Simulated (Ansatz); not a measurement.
Below is the output of a Python script on Ansatz 0.2.0 through its Python package that makes a convergence test of the k-point mesh of IrO2, space group P4_2/mnm. Write a script that gives it. Settings (first run): PBEsol, PAW, cutoff 476 eV, 2×2×2 k-points, cold smearing of 0.1 eV. The script varies mesh: (2, 2, 2), (2, 2, 3), (3, 3, 4), (4, 4, 6), (5, 5, 7), (6, 6, 9).

The script reads `iro2.cif`:
```cif
data_IrO2
_cell_length_a 4.505100
_cell_length_b 4.505100
_cell_length_c 3.158600
_cell_angle_alpha 90.00000
_cell_angle_beta 90.00000
_cell_angle_gamma 90.00000
_symmetry_space_group_name_H-M 'P 1'
_symmetry_Int_Tables_number 1
loop_
_symmetry_equiv_pos_as_xyz
'x, y, z'
loop_
_atom_site_label
_atom_site_type_symbol
_atom_site_fract_x
_atom_site_fract_y
_atom_site_fract_z
Ir1 Ir    0.000000    0.000000    0.000000
Ir2 Ir    0.500000    0.500000    0.500000
O3 O    0.307700    0.307700    0.000000
O4 O    0.192300    0.807700    0.500000
O5 O    0.692300    0.692300    0.000000
O6 O    0.807700    0.192300    0.500000
```

Output of `python run_kconv.py`:
```text
        mesh   F/atom (eV)    iterations      k-points
   (2, 2, 2)   -4306.14253             8             6
   (2, 2, 3)   -4306.06557             8             6
   (3, 3, 4)   -4306.09355             7             9
   (4, 4, 6)   -4306.08616             8            24
   (5, 5, 7)   -4306.08465             8            24
   (6, 6, 9)   -4306.08786             6            50
(2, 2, 2): -54.67 meV/atom
(2, 2, 3): +22.29 meV/atom
(3, 3, 4): -5.70 meV/atom
(4, 4, 6): +1.70 meV/atom
(5, 5, 7): +3.20 meV/atom
```

One script that gives this output:

`run_kconv.py`:
```python
'''k-point test for IrO2.'''

import warnings

import ansatz as az
from ase.io import read

warnings.simplefilter('ignore', az.DeckWarning)

atoms = read('iro2.cif')
system = az.Crystal.from_ase(atoms)

calc = (
    system.calculation()
    .functional('PBEsol')
    .basis(35 * az.Ry)
    .occupations('Marzari-Vanderbilt', width=0.1)
)

rows = []
for value in [(2, 2, 2), (2, 2, 3), (3, 3, 4), (4, 4, 6), (5, 5, 7), (6, 6, 9)]:
    report = calc.kpoints(mesh=value).run(threads=1).report
    rows.append((value, report['free_energy_ev'] / len(report['lattice']['sites']), report['n_iterations'], report['n_kpoints']))

print('        mesh   F/atom (eV)    iterations      k-points')
for row in rows:
    print(f'{str(row[0]):>12s}  {row[1]:12.5f}  {row[2]:12d}  {row[3]:12d}')

# the last row is the reference
for row in rows[:-1]:
    shift = 1000 * (row[1] - rows[-1][1])
    print(f'{row[0]}: {shift:+.2f} meV/atom' + ('  (within 1 meV)' if abs(shift) < 1 else ''))
```

Caveats:
- Spin is left out of this run.
- Spin-orbit coupling, which matters for elements this heavy, is left out.
- The structure is a deposited one; some such entries were measured under pressure or heat, so a shift against it needn't be the functional's error alone.
- Shifts are counted from the finest mesh, which is itself no proven limit.
- The whole script took 27 s on 1 thread of Arm Neoverse N1, on a shared host, peak memory 0.49 GiB.
